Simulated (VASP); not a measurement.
The system is ZnO (zincite).

```xyz
4
Lattice="3.2368 0.0000 0.0000 -1.6184 2.8031 0.0000 0.0000 0.0000 5.2239" Properties=species:S:1:pos:R:3 pbc="T T T"
Zn    0.0000    1.8687    2.6118
Zn    1.6184    0.9344    5.2238
O     1.6184    0.9344    1.9800
O     0.0000    1.8687    4.5919
```

Base run:

- Program: VASP 6.6.1
- Functional: TB-mBJ
- Potentials or basis: VASP PAW PBE potentials, release 64 (Zn, O)
- Cutoff: 520 eV
- k mesh: 9 × 9 × 5
- Occupations: gaussian, width 0.03 eV
- Spin: no spin polarisation

Its results: band gap on the k mesh 2.57 eV, direct.

Task: The run is repeated on the same cell with these changes: functional from TB-mBJ to r2SCAN. What comes out?

Result: Band gap on the k mesh 1.23 eV, direct.
